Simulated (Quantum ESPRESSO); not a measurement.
# Rb under changes of volume

One of the cells (88.043 Å³/atom); the others are scaled copies at fixed shape and fractional positions:

```
Rb
1.0
    -2.80250    2.80250    2.80250
     2.80250   -2.80250    2.80250
     2.80250    2.80250   -2.80250
Rb
1
Direct
  0.00000 0.00000 0.00000
```

- Program: Quantum ESPRESSO 7.5
- Functional: r2SCAN
- Potentials or basis: SG15 PBE 1.2
- Cutoff: 626 eV
- Density cutoff: 2503 eV
- k mesh: 5 × 5 × 5
- Occupations: fermi-dirac, width 0.05 eV
- Spin: no spin polarisation

| volume (Å³/atom) | energy over the lowest point (meV/atom) | pressure (GPa) |
| --- | --- | --- |
| 82.761 | 12.24 | 0.4 |
| 84.522 | 8.27 | 0.3 |
| 86.283 | ? | ? |
| 88.043 | 2.85 | 0.2 |
| 89.804 | 1.26 | 0.1 |
| 91.565 | 0.33 | 0.1 |
| 93.326 | 0.00 | 0.0 |

Task: What does the run at 86.283 Å³/atom give?

Result: Energy over the lowest point 5.16 meV/atom; pressure 0.2 GPa.

Worked out: A Birch-Murnaghan fit of order 3 (a polynomial in V^(-2/3)) to the other rows has its minimum at 93.47 Å³/atom, just outside them, with B0 = V·E''(V) = 2.6 GPa and B' = 3.7. It gives 5.16 meV/atom at 86.283 Å³/atom, against the run's 5.16, and -dE/dV = 0.2 GPa, against 0.2.

Energies are extrapolated to zero smearing.

Caveats: the potentials were made for another functional, which shifts forces and pressure.
